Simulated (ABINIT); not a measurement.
The system is BN.

```
CELL_PARAMETERS angstrom
0.00000 1.81300 1.81300
1.81300 0.00000 1.81300
1.81300 1.81300 0.00000
ATOMIC_POSITIONS crystal
N 0.25000 0.25000 0.25000
B 0.00000 0.00000 0.00000
```

The cell is a database's computed one.

Base run:

```yaml
Program: ABINIT 10.8.3 (patched build)
Functional: PBEsol
Potentials_or_basis: PseudoDojo NC SR PBEsol v0.4 stringent
Cutoff: 1143 eV
k_mesh: 13 × 13 × 13
Occupations: fermi-dirac, width 0.05 eV
Spin: no spin polarisation
```

Its results: band gap on the k mesh 4.41 eV, indirect (least direct gap 8.78 eV); pressure -5.7 GPa.

**Question.** The run is repeated on the same cell with these changes: functional from PBEsol to r2SCAN; potentials or basis from PseudoDojo NC SR PBEsol v0.4 stringent to JTH PAW LDA v2.0; cutoff from 1143 eV to 816 eV. What comes out?

**Answer.** Band gap on the k mesh 5.02 eV, indirect (least direct gap 9.45 eV); pressure -2.8 GPa.

Caveats: the PAW data sets were made with another functional, which shifts forces and pressure a little (some runs).

A k mesh can miss the band edges.
